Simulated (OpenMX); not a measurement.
Runs of OpenMX 3.8.5 on B. It takes space group Pmmn (No. 59, orthorhombic). The conventional cell has a = 1.625 Å, b = 2.866 Å, c = 3.914 Å, α = 90.00°, β = 90.00°, γ = 90.00°. Around B (site symmetry mm2) lie 6 B at 1.62 to 1.86 Å. The cell was built by a generator and needn't be a form met in nature.

```csv
level,gap on the mesh (eV),pressure (GPa),largest force (eV/Å)
PBE,none,0.0,0.10
PBE+D4,none,(a),0.11
PBE+D3,none,(b),0.09
PBE+D3(BJ),none,-2.9,0.11
```

Alike in all rows: task single point; potentials or basis OpenMX 2013 PBE set, B7.0-s2p2d1, grid cutoff 300 Ry; no spin polarisation; cell as given; k mesh 11 × 7 × 5; smearing fermi-dirac 0.05 eV.

Question: Fill in the values left out.

Answer: (a) -3.0; (b) -1.4.

Caveats: the basis of atomic orbitals isn't converged, which shifts pressures, moduli and gaps; this functional lacks dispersion, which binds the layers, so the pressure and a relaxed spacing across them are unreliable (some runs).

A k mesh can miss the band edges.

A gap of «none» marks a metal or a gap under the smearing width.

Not every run made on this cell is shown here.
